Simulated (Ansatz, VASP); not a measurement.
**BaZrO3: VASP beside Ansatz**

Wanted: the spread between two codes on one cell, functional and k mesh. The structure shown is the end of the Ansatz relaxation below.

Program: Ansatz 0.2.0. Level of theory: plane waves, with VASP 6.6.1 beside it; single point at PBEsol. Results are calculated unless marked as measured.

### 1. The starting structure

Symmetry: P4/mmm, No. 123, tetragonal system. The conventional cell has a = 4.198 Å, b = 4.198 Å, c = 4.097 Å, α = 90.00°, β = 90.00°, γ = 90.00°. Nearest to Ba lie 12 O at 2.93 to 2.97 Å. Nearest to Zr lie 6 O at 2.05 to 2.10 Å. O has 2 Zr at 2.05 Å and 4 Ba at 2.97 Å nearest. Nearest to O lie 2 Zr at 2.10 Å and 4 Ba at 2.93 Å. Farther neighbours and most contacts between anions are not listed.

### 2. Ansatz: relaxation, PBEsol

Ansatz runs on its PAW soft_1 files.

This run makes the geometry at which the two programs are then compared.

File input.yaml:

```yaml
crystal:
  lattice:
    - [4.201552245, 0.0, 0.0]
    - [0.0, 4.201552245, 0.0]
    - [0.0, 0.0, 4.09703602]
  atoms:
    - { symbol: Ba, position: [0.0, 0.0, 0.0] }
    - { symbol: Zr, position: [0.5, 0.5, 0.5] }
    - { symbol: O, position: [0.5, 0.5, 0.0] }
    - { symbol: O, position: [0.5, 0.0, 0.5] }
    - { symbol: O, position: [0.0, 0.5, 0.5] }
kpoints:
  mp_grid: { grid: [7, 7, 7] }
scf:
  occupations: { method: fermi_dirac, width: 0.02 }
hamiltonian:
  xc: pbesol
  pseudopotentials: { kind: paw, azcp: { folder: soft_1 }, xc_functional: pbe }
basis:
  ecutwfc: 600
output:
  forces: true
  stress: true
relax:
  f_tol: 0.005
  max_steps: 70
  cell: { stress_tol: 0.02, p_target: 0, fix: [c, alpha, beta, gamma] }
```

Command:

```
ansatz run input.yaml --threads 4 --pin off --max-ram 10240MiB --backend cpu --events-out ev --progress --plain --runs-dir out
```

Numbers of over 12 decimals in the logs are rounded to 6 here.

The program printed:

```text
Engine: ansatz 0.2.0, aarch64-unknown-linux-gnu
Pseudopotentials: kind: paw
Pseudopotential: Ba, paw, valence charge 10, recommended cutoff 420 eV (normal), soft_1/Ba.paw.azcp
Pseudopotential: Zr, paw, valence charge 12, recommended cutoff 420 eV (normal), soft_1/Zr.paw.azcp
Pseudopotential: O, paw, valence charge 6, recommended cutoff 420 eV (normal), soft_1/O.paw.azcp
Functional definition: PBEsol
  exchange = pbesol_x
  correlation = pbesol_c
Crystal: 5 atoms, lattice volume = 72.325 Å³
Basis set: ecut = 600 eV, 2429 PW (Γ), exchange–correlation on 72×72×72 points (8 copies of the dense FFT grid, shifted against one another)
Bands: 25, of which v1, the nominal top of the filled ones, is band 20 counted from 1 (19 counted from 0)
Symmetry: 16 space group operations
Space group: P4/mmm (ITA 123), of the structure as read, at distance tolerance 4.2e-5 Å
k-points: 40 of 343
Non-local potential: Ba, projectors of the file, l = 0: 3, l = 1: 2, l = 2: 2, l = 3: 2
Non-local potential: Zr, projectors of the file, l = 0: 3, l = 1: 2, l = 2: 2, l = 3: 1
Non-local potential: O, projectors of the file, l = 0: 2, l = 1: 2, l = 2: 1
PAW form: soft (Blöchl's): semilocal exchange-correlation on the pseudo side does not see the compensation charge
PAW frozen core: Ba, regenerated for the run's functional, and the local potential with it (the file was generated under x = pbe(κ = 0.804, μ = 0.219515), c = pbe(β = 0.066725))
PAW frozen core: Zr, regenerated for the run's functional, and the local potential with it (the file was generated under x = pbe(κ = 0.804, μ = 0.219515), c = pbe(β = 0.066725))
PAW frozen core: O, regenerated for the run's functional, and the local potential with it (the file was generated under x = pbe(κ = 0.804, μ = 0.219515), c = pbe(β = 0.066725))
PAW one-centre angular grid: Ba, 194 points (default); XC on 64 Gauss nodes
PAW one-centre angular grid: Zr, 590 points (default); XC on 64 Gauss nodes
PAW one-centre angular grid: O, 110 points (default); XC on 64 Gauss nodes
Initial density: superposition of atomic densities (chi_scale 0.1, normalization cell, long waves kept (reshape's long-wave potential 0.00 eV rms))
Initial wavefunctions: pseudopotential atomic-orbital guess
Functional: x = pbesol(κ = 0.804, μ = 0.123457), c = pbesol(β = 0.046)
SCF iter   1: F=—  HF=-11683.384322 eV  |F-HF|=—  |Δ(HF+E_count)|=         —  Δρ=5.87e-2  dr2=1.69e0  ethr=3.10e-3  ⟨swp⟩=9.2  Hψ=5816  notcnv=0
preconditioner: auto → Resta (q_TF=auto, 2.472 Å⁻¹)  ε∞=3.8  [insulator: Δε(μ)=2.640 eV  Ē_g=16.052 eV  σ=0.020 eV  W_gap=1.00  n_scr=18 (ndim 8)  ℏωp=26.9 eV  f_vac=0.000  D(μ)=0.00/eV (n_scr^D=0)  ε∞_Penn≈3.8]
SCF iter   2: F=—  HF=-11683.168974 eV  |F-HF|=—  |Δ(HF+E_count)|=   2.15e-1  Δρ=2.39e-2  dr2=4.18e-1  ethr=3.10e-3  ⟨swp⟩=2.8  Hψ=1886  notcnv=0  defer=40
SCF iter   3: F=—  HF=-11683.155321 eV  |F-HF|=—  |Δ(HF+E_count)|=   1.37e-2  Δρ=1.34e-2  dr2=1.04e-1  ethr=1.05e-3  ⟨swp⟩=2.2  Hψ=1550  notcnv=0  defer=40
SCF iter   4: F=—  HF=-11683.157926 eV  |F-HF|=—  |Δ(HF+E_count)|=   2.60e-3  Δρ=2.09e-3  dr2=1.95e-3  ethr=2.61e-4  ⟨swp⟩=3.2  Hψ=1895  notcnv=0  defer=40
SCF iter   5: F=—  HF=-11683.159784 eV  |F-HF|=—  |Δ(HF+E_count)|=   1.86e-3  Δρ=1.46e-3  dr2=1.19e-3  ethr=4.88e-6  ⟨swp⟩=2.1  Hψ=1735  notcnv=0  defer=40
SCF iter   6: F=—  HF=-11683.159574 eV  |F-HF|=—  |Δ(HF+E_count)|=   2.10e-4  Δρ=2.50e-4  dr2=3.46e-5  ethr=2.98e-6  ⟨swp⟩=2.0  Hψ=1592  notcnv=0  defer=40
SCF iter   7: F=—  HF=-11683.159594 eV  |F-HF|=—  |Δ(HF+E_count)|=   1.96e-5  Δρ=5.11e-5  dr2=1.79e-6  ethr=8.65e-8  ⟨swp⟩=2.0  Hψ=1794  notcnv=0  defer=40
SCF iter   8: F=-11683.159596 eV  HF=-11683.159596 eV  |F-HF|=2.71e-8  |Δ(HF+E_count)|=   1.79e-6  Δρ=8.48e-6  dr2=5.51e-8  ethr=2.50e-10  ⟨swp⟩=3.1  Hψ=4218  notcnv=0
SCF 1 converged in 8 iterations: F = -11683.159596 eV  dr2 = 5.51e-8
  greatest PAW one-centre occupation: 0.996 electrons in one spin orbital (limit 2), on the Zr atom at site 1 (counted from 0), in its partial waves of l = 0
relax step   1: F+E_penalty+E_count = -11683.15959561 eV  Δ(F+E_penalty+E_count) = +0.000e0 eV  max|allowed force component| = 2.887e-29 eV/Å  Δτ_max = 0.0000 Å  P = +1.873 GPa  Ω = 72.325 Å³  fix = [c, alpha, beta, gamma]  reactions: c +6.259 GPa  (8 SCF iters, dr2 threshold 1.00e-7 eV, accepted)
[...]
relax step   2: F+E_penalty+E_count = -11683.15971148 eV  Δ(F+E_penalty+E_count) = -1.159e-4 eV  max|allowed force component| = 2.524e-29 eV/Å  Δτ_max = 0.0000 Å  P = +2.204 GPa  Ω = 72.180 Å³  energy of the carried Pulay correction = +8.465e-6 eV  fix = [c, alpha, beta, gamma]  reactions: c +6.444 GPa  (4 SCF iters, dr2 threshold 2.56e-7 eV, accepted)
[...]
relax step   3: F+E_penalty+E_count = -11683.15971766 eV  Δ(F+E_penalty+E_count) = -6.182e-6 eV  max|allowed force component| = 2.351e-29 eV/Å  Δτ_max = 0.0000 Å  P = +2.135 GPa  Ω = 72.210 Å³  energy of the carried Pulay correction = +6.700e-6 eV  fix = [c, alpha, beta, gamma]  reactions: c +6.405 GPa  (4 SCF iters, dr2 threshold 1.78e-8 eV, accepted)
[...]
relax step   4: F+E_penalty+E_count = -11683.15970958 eV  Δ(F+E_penalty+E_count) = +8.077e-6 eV  max|allowed force component| = 1.515e-29 eV/Å  Δτ_max = 0.0000 Å  P = +2.135 GPa  Ω = 72.210 Å³  fix = [c, alpha, beta, gamma]  reactions: c +6.405 GPa  stress off target by 4.66e-4 GPa on what of the cell is left free  SCF on the basis re-selected at this cell (its energy is not comparable with the rows above)  (5 SCF iters)
basis re-selected at this cell: Δ(F+E_penalty+E_count) = +8.077e-6 eV, ΔP = -0.000 GPa vs the last step (what re-selecting the basis moved, of the pressure what is left beyond the Pulay correction that the steps carried, after the strain that the cell walked since its last selection, with what the two solves' SCF thresholds leave and, on support functions, any second-order correction that the steps lacked; it is no m [...]
SCF converged after 5 iterations
Free energy (F): -11683.159710 eV
Harris-Foulkes:  -11683.159710 eV  (|F-HF|=5.46e-12)
Internal energy: -11683.159710 eV  (E = F + TS)
E sigma→0 (E₀):  -11683.159710 eV
Fermi energy:    11.478913 eV
--- Per-component energies (eV) ---
  E_band       = -85.169599
  E_kinetic    = 984.563020
  E_local      = -1913.044882  (includes V_loc(G=0)·N_el)
  E_nonlocal   = 326.044828
  E_hartree    = 685.967832
  E_xc         = -566.240519
  E_vxc        = -587.904931  (∫ρ·V_xc dr)
  E_paw        = -8489.904152  (= ΣΔE_a)
  E_vpaw       = -266.763871  (= ΣTr[D̂ρ^β])
  E_aug_tail   = 0.000572  (compensation charges beyond the density's cutoff)
  E_ewald      = -2710.969431
  E_core_change = 0.423022  (= ΣΔE_core)
  E_smearing   = -0.000000  (= −TS)
  E_closure    = 0.000000  (closes the sum)
  Σ components = -11683.159710   (vs F -11683.159710, Δ=0.00e0)
--- Forces (eV/Å), atoms counted from 1 ---
  atom   1  Ba    -0.00000000    -0.00000000     0.00000000
  atom   2  Zr     0.00000000     0.00000000     0.00000000
  atom   3  O      0.00000000     0.00000000     0.00000000
  atom   4  O     -0.00000000     0.00000000     0.00000000
  atom   5  O      0.00000000    -0.00000000     0.00000000
  max |Σ_I F_I| component: 2.84e-29 eV/Å
--- Stress (GPa, compression-positive) ---
       -0.000466       0.000000       0.000000
        0.000000      -0.000466       0.000000
        0.000000       0.000000       6.405364
  P = ⅓ Tr σ = 2.1348 GPa (21.348 kbar)
--- Relaxed structure (3 steps of the walk, 3 accepted, 1 SCFs on fresh bases) ---
  F+E_penalty+E_count = -11683.15970958 eV   max|allowed force component| = 1.515e-29 eV/Å   (the final SCF, on the basis selected at the relaxed cell)
  cell:  # Å, volume = 72.2101 Å³
    - [4.198209, 0, 0.0]
    - [0, 4.198209, 0.0]
    - [0.0, 0.0, 4.09703602]
  atoms:
    - { symbol: Ba, position: [0, 0, 0.0] }
    - { symbol: Zr, position: [0.5, 0.5, 0.5] }
    - { symbol: O, position: [0.5, 0.5, 0.0] }
    - { symbol: O, position: [0.5, 0, 0.5] }
    - { symbol: O, position: [0, 0.5, 0.5] }
```

The column dr2 measures how far the density is from self-consistency, as an energy; F and HF (Harris–Foulkes) agree once it is small.

### 3. VASP: single point, PBEsol, pair 1

The same cell, functional, mesh and smearing now go to VASP, with its own data sets.

Lines of VASP's logs that name or quote its potential files are left out, and so is its time.

File INCAR:

```
SYSTEM = BaZrO3
PREC = Accurate
ENCUT = 600
EDIFF = 1E-06
NELM = 120
ISMEAR = -1
SIGMA = 0.02
LREAL = .FALSE.
ALGO = Normal
GGA = PS
NBANDS = 26
LASPH = .TRUE.
LORBIT = 11
LWAVE = .FALSE.
LCHARG = .FALSE.
ISIF = 2
GGA_COMPAT = .FALSE.
EFERMI = MIDGAP
KPAR = 2
```

File POSCAR:

```
BaZrO3
1.0
    4.1982088029      0.0000000000      0.0000000000
    0.0000000000      4.1982088029      0.0000000000
    0.0000000000      0.0000000000      4.0970360200
Ba Zr O
1 1 3
Direct
    0.0000000000      0.0000000000      0.0000000000
    0.5000000000      0.5000000000      0.5000000000
    0.5000000000      0.5000000000      0.0000000000
    0.5000000000      0.0000000000      0.5000000000
    0.0000000000      0.5000000000      0.5000000000
```

File KPOINTS:

```
Automatic mesh
0
Gamma
7 7 7
0 0 0
```

Potentials, in the order of the species: Ba_sv, Zr_sv and O (PBE family, release 64).

Command:

```
mpirun -np 2 vasp_std
```

The program printed:

```text
[banner, memory and clock lines left out]
running    2 mpi-ranks, on    1 nodes
 distrk:  each k-point on    1 cores,    2 groups
 distr:  one band on    1 cores,    1 groups

 POSCAR found type information on POSCAR BaZrO
 POSCAR found :  3 types and       5 ions
|                                                                             |
|               ----> ADVICE to this user running VASP <----                  |
|                                                                             |
|     You enforced a specific xc type in the INCAR file but a different       |
|     [... a line on the potential file left out ...]
|     I HOPE YOU KNOW WHAT YOU ARE DOING!                                     |
|                                                                             |

 LDA part: xc-table for (Slater+PW92), standard interpolation
 POSCAR, INCAR and KPOINTS ok, starting setup
 FFT: planning ... GRIDC
 FFT: planning ... GRID_SOFT
 FFT: planning ... GRID
 WAVECAR not read
 entering main loop
       N       E                     dE             d eps       ncg     rms          rms(c)
DAV:   1     0.342250808891E+03    0.34225E+03   -0.24178E+04  2080   0.170E+03
DAV:   2    -0.276203595365E+02   -0.36987E+03   -0.36136E+03  2550   0.390E+02
DAV:   3    -0.498344531779E+02   -0.22214E+02   -0.22151E+02  3282   0.920E+01
DAV:   4    -0.504125303866E+02   -0.57808E+00   -0.57743E+00  2974   0.122E+01
DAV:   5    -0.504236812754E+02   -0.11151E-01   -0.11149E-01  2952   0.130E+00    0.304E+01
DAV:   6    -0.437269961123E+02    0.66967E+01   -0.37199E+01  2414   0.392E+01    0.140E+01
DAV:   7    -0.436314767736E+02    0.95519E-01   -0.28007E+00  2930   0.958E+00    0.836E+00
DAV:   8    -0.435941294957E+02    0.37347E-01   -0.30609E-01  2744   0.434E+00    0.659E-01
DAV:   9    -0.435907944311E+02    0.33351E-02   -0.50432E-02  2906   0.133E+00    0.499E-01
DAV:  10    -0.435913748227E+02   -0.58039E-03   -0.12332E-02  2954   0.963E-01    0.221E-01
DAV:  11    -0.435911284264E+02    0.24640E-03   -0.14807E-03  2648   0.340E-01    0.278E-02
DAV:  12    -0.435911392491E+02   -0.10823E-04   -0.94447E-05  2870   0.710E-02    0.212E-02
DAV:  13    -0.435911420013E+02   -0.27522E-05   -0.81224E-06  2604   0.184E-02    0.337E-03
DAV:  14    -0.435911418480E+02    0.15334E-06   -0.63559E-07  1626   0.593E-03
   1 F= -.43591142E+02 E0= -.43591142E+02  d E =0.000000E+00
```

OUTCAR, selected parts (step 3):

```text
ion  position               nearest neighbor table
   1  0.000  0.000  0.000-   4 2.93   5 2.93   4 2.93   5 2.93   5 2.93   5 2.93   4 2.93   4 2.93
                             3 2.97   3 2.97   3 2.97   3 2.97   2 3.61   2 3.61   2 3.61   2 3.61
   2  0.500  0.500  0.500-   3 2.05   3 2.05   5 2.10   4 2.10   4 2.10   5 2.10   1 3.61   1 3.61
                             1 3.61   1 3.61   1 3.61   1 3.61   1 3.61   1 3.61
   3  0.500  0.500  0.000-   2 2.05   2 2.05   1 2.97   1 2.97   1 2.97   1 2.97
   4  0.500  0.000  0.500-   2 2.10   2 2.10   1 2.93   1 2.93   1 2.93   1 2.93
   5  0.000  0.500  0.500-   2 2.10   2 2.10   1 2.93   1 2.93   1 2.93   1 2.93

  LATTYP: Found a simple tetragonal cell.
 ALAT       =     4.1982088029
 C/A-ratio  =     0.9759009645

 Subroutine GETGRP returns: Found 16 space group operations
 (whereof 16 operations were pure point group operations)

The static configuration has the point symmetry D_4h.

 Found     40 irreducible k-points:

   k-points           NKPTS =     40   k-points in BZ     NKDIM =     40   number of bands    NBANDS=     26

   dimension x,y,z NGX =    36 NGY =   36 NGZ =   36
   dimension x,y,z NGXF=    72 NGYF=   72 NGZF=   72

   ENCUT  =  600.0 eV  44.10 Ry    6.64 a.u.   8.38  8.38  8.18*2*pi/ulx,y,z

   NELECT =      40.0000    total number of electrons

 k-points in reciprocal lattice and weights: Automatic mesh
   0.00000000  0.00000000  0.00000000       0.003
   0.14285714  0.00000000  0.00000000       0.012
   0.28571429  0.00000000  0.00000000       0.012
   0.42857143  0.00000000  0.00000000       0.012
   0.14285714  0.14285714  0.00000000       0.012
   0.28571429  0.14285714  0.00000000       0.023
   0.42857143  0.14285714  0.00000000       0.023
   0.28571429  0.28571429  0.00000000       0.012
   0.42857143  0.28571429  0.00000000       0.023
[...]
0.42857143  0.28571429  0.42857143       0.047
   0.42857143  0.42857143  0.42857143       0.023

 average (electrostatic) potential at core
       1 -33.2775       2 -77.6351       3 -69.2839       4 -69.1954       5 -69.1954

 E-fermi :   5.2830

 k-point     1 :       0.0000    0.0000    0.0000
  band No.  band energies     occupation
    ...
     16       2.7240      2.00000
     17       2.8035      2.00000
     18       3.5567      2.00000
     19       3.5567      2.00000
     20       3.6212      2.00000
     21       6.8458      0.00000
     22       6.9609      0.00000
     23       6.9609      0.00000
     24       8.2358      0.00000
     25       8.4440      0.00000
    ...

 k-point     2 :       0.1429    0.0000    0.0000
  band No.  band energies     occupation
    ...
     16       2.5600      2.00000
     17       2.6124      2.00000
     18       3.0219      2.00000
     19       3.4876      2.00000
     20       3.5569      2.00000
     21       7.0337      0.00000
     22       7.3200      0.00000
     23       7.4246      0.00000
     24       8.5683      0.00000
     25       8.7799      0.00000
    ...

 k-point     3 :       0.2857    0.0000    0.0000
  band No.  band energies     occupation
    ...
     16       2.2629      2.00000
     17       2.2892      2.00000
     18       2.3176      2.00000
     19       3.3897      2.00000
     20       3.4612      2.00000
     21       7.2151      0.00000
     22       8.3702      0.00000
     23       8.4485      0.00000
     24       9.3362      0.00000
     25       9.5829      0.00000
    ...

  Total        0.4743955      0.4743955      3.4290120      0.0000000      0.0000000      0.0000000
  in kB       10.5257555     10.5257555     76.0819667      0.0000000      0.0000000      0.0000000
  external PRESSURE =      32.3778259 kB  Pullay stress =       0.0000000 kB

  energy-cutoff  :      600.00
  volume of cell :       72.21
      direct lattice vectors                 reciprocal lattice vectors
     4.198208803  0.000000000  0.000000000     0.238196823  0.000000000  0.000000000
     0.000000000  4.198208803  0.000000000     0.000000000  0.238196823  0.000000000
     0.000000000  0.000000000  4.097036020     0.000000000  0.000000000  0.244078889

 POSITION                                       TOTAL-FORCE (eV/Angst)
 -----------------------------------------------------------------------------------
      0.00000      0.00000      0.00000         0.000000      0.000000      0.000000
      2.09910      2.09910      2.04852         0.000000      0.000000      0.000000
      2.09910      2.09910      0.00000         0.000000      0.000000      0.000000
      2.09910      0.00000      2.04852         0.000000      0.000000      0.000000
      0.00000      2.09910      2.04852         0.000000      0.000000      0.000000
 -----------------------------------------------------------------------------------
    total drift:                                0.000000      0.000000      0.000000

  FREE ENERGIE OF THE ION-ELECTRON SYSTEM (eV)
  ---------------------------------------------------
  free  energy   TOTEN  =       -43.5911418480 eV

  energy  without entropy=      -43.5911418480  energy(sigma->0) =      -43.59114185

 total charge
# of ion       s       p       d       tot
------------------------------------------
    1        1.998   5.618   0.286   7.902
    2        2.208   6.095   1.475   9.779
    3        1.558   3.490   0.000   5.047
    4        1.553   3.470   0.000   5.023
    5        1.553   3.470   0.000   5.023
--------------------------------------------------
tot          8.870  22.143   1.762  32.774

[... 3 further parts left out ...]
```

Harder data sets than Ba_sv exist (the GW ones), and pressures, volumes and forces can shift noticeably with them.

### 4. Comparison

Known differences besides the potentials themselves: Ansatz makes its cores anew for this functional, VASP keeps those of its PBE data sets; Ansatz's pressure holds a Pulay correction, VASP's none. Total energies have different zeros and are not compared.

Both answers:

```csv
quantity,Ansatz,VASP,difference
pressure (GPa),2.13,3.24,-1.10
gap on the k mesh (eV),3.187,3.126,+0.061
```

A gap on the mesh is an upper bound, since the band edges may lie between its points.

### 5. Ansatz: relaxation, PBEsol

This run makes the geometry at which the two programs are then compared. The cell compared in this pair holds 72.64 Å³, against 72.21 Å³ for the pair before.

The structure compared here is the end of the Ansatz relaxation.

input.yaml, as its differences from that of step 2:

```diff
@@ -2,5 +2,5 @@
   lattice:
-    - [4.201552245, 0.0, 0.0]
-    - [0.0, 4.201552245, 0.0]
-    - [0.0, 0.0, 4.09703602]
+    - [4.1911006225, 0.0, 0.0]
+    - [0.0, 4.1911006225, 0.0]
+    - [0.0, 0.0, 4.13884251]
   atoms:
```

Command:

```
ansatz run input.yaml --threads 4 --pin off --max-ram 10240MiB --backend cpu --events-out ev --progress --plain --runs-dir out
```

The program printed:

```text
[...]
Crystal: 5 atoms, lattice volume = 72.700 Å³
Basis set: ecut = 600 eV, 2437 PW (Γ), exchange–correlation on 72×72×72 points (8 copies of the dense FFT grid, shifted against one another)
Bands: 25, of which v1, the nominal top of the filled ones, is band 20 counted from 1 (19 counted from 0)
Symmetry: 16 space group operations
[...]
k-points: 40 of 343
[...]
P = ⅓ Tr σ = 1.0138 GPa (10.138 kbar)
--- Relaxed structure (3 steps of the walk, 3 accepted, 1 SCFs on fresh bases) ---
[...]
cell:  # Å, volume = 72.6359 Å³
    - [4.189249, 0, 0.0]
    - [0, 4.189249, 0.0]
    - [0.0, 0.0, 4.13884251]
  atoms:
    - { symbol: Ba, position: [0, 0, 0.0] }
    - { symbol: Zr, position: [0.5, 0.5, 0.5] }
    - { symbol: O, position: [0.5, 0.5, 0.0] }
    - { symbol: O, position: [0.5, 0, 0.5] }
    - { symbol: O, position: [0, 0.5, 0.5] }
[key lines of the parts left out:]
SCF converged after 5 iterations
Free energy (F): -11683.181269 eV
Fermi energy:    11.410030 eV
```

[end of part 1 of 2]

[Lines on the potential files, build, host, timing and source positions are cut from VASP's logs without a mark.]

[Logs are printed without paths, hosts, clocks, repeated set-up lines and the standing remarks that a program may print on its own settings, such as how far it seeks lower states.]

[Hosts, paths, dates, database ids (printed as entryN), source tags and the programs' standing remarks are cut or masked in the printed files.]
